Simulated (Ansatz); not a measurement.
**Lattice vibrations of BN at Γ at 2 GPa**

Theory: Ansatz 0.2.0, DFT PBE, scalar-relativistic, plane waves, PAW. Cutoff 420 eV, 12×12×12 k-points (Γ-centred), fixed occupations. No spin polarisation. Phonons by linear response, acoustic sum rule imposed.

The cell, relaxed at 2 GPa:
```
B N
1.0
     0.00000    1.80913    1.80913
     1.80913    0.00000    1.80913
     1.80913    1.80913    0.00000
B N
1 1
Cartesian
  0.0000 0.0000 0.0000
  2.7137 2.7137 2.7137
```

Question: Give the high-frequency dielectric tensor ε∞.

Answer:
```
4.61 0.00 0.00
0.00 4.61 0.00
0.00 0.00 4.61
```

Question: Give the Born effective charges.

Answer:
```
      atom Z*xx Z*yy Z*zz mean
B (atom 1)   1.91   1.91   1.91   1.91
N (atom 2)  -1.91  -1.91  -1.91  -1.91
```

Question: How large is the static dielectric tensor with the ions free to move, and what share of it is ionic?

Answer:
```
6.9 0.0 0.0
0.0 6.9 0.0
0.0 0.0 6.9
```
The ions give 34 % of its trace.

Cost: 1 run of about 0.43 core-minutes, on Intel Xeon Processor @ 2.50GHz (Skylake/Cascade Lake) (shared hosts).